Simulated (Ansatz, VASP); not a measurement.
Sr: VASP beside Ansatz

File INCAR:

```
SYSTEM = Sr
ALGO = Normal ; EDIFF = 1E-6
ENCUT = 520 ; GGA = PE
ISIF = 2 ; ISMEAR = 0
LASPH = .True. ; LCHARG = .False.
LREAL = .False. ; LWAVE = .False.
NBANDS = 11 ; NELM = 100
PREC = Accurate ; SIGMA = 0.15
```

Contents of KPOINTS:

```
k-points
0
Gamma
  14 14 14
  0 0 0
```

File POSCAR:

```
Sr
1.0
   -2.1825000000      2.6675000000      2.4250000000
    2.1825000000     -2.6675000000      2.4250000000
    2.1825000000      2.6675000000     -2.4250000000
Sr
1
Direct
    0.0000000000      0.0000000000      0.0000000000
```

Input for Ansatz:

```yaml
crystal:
  lattice:
    - [-2.1825, 2.6675, 2.425]
    - [2.1825, -2.6675, 2.425]
    - [2.1825, 2.6675, -2.425]
  atoms:
    - { symbol: Sr, position: [0.0, 0.0, 0.0] }
basis:
  ecutwfc: 420
kpoints:
  mp_grid: { grid: [14, 14, 14] }
hamiltonian:
  xc: pbe
scf:
  occupations: { method: gaussian, width: 0.15 }
output:
  forces: true
  stress: true
  eigenvalues: true
```

Change from the starting cell: strain -0.1000 x Voigt [1, -1, 0, 0, 0, 0], atoms carried along.

Alike in both runs: task single point; functional PBE; k mesh 14 × 14 × 14; occupations gaussian, width 0.15 eV; no spin polarisation.

|  | VASP | Ansatz |
| --- | --- | --- |
| version | VASP 6.6.1 | Ansatz 0.2.0 |
| potentials or method | VASP PAW PBE potentials, release 64 (Sr_sv) | scalar-relativistic, plane waves, PAW |
| plane-wave cutoff (eV) | 520 | 420 |
| valence electrons in the cell | 10 | 10 |

```csv
,VASP,Ansatz,Ansatz less VASP
gap on the k mesh at the Fermi level (eV),none,none,-
pressure (GPa),-0.3,-0.3,-0.01
largest component of the traceless stress (GPa),0.52,0.52,-0.003
```

A gap of «none» marks a metal or a gap that the smearing closes.
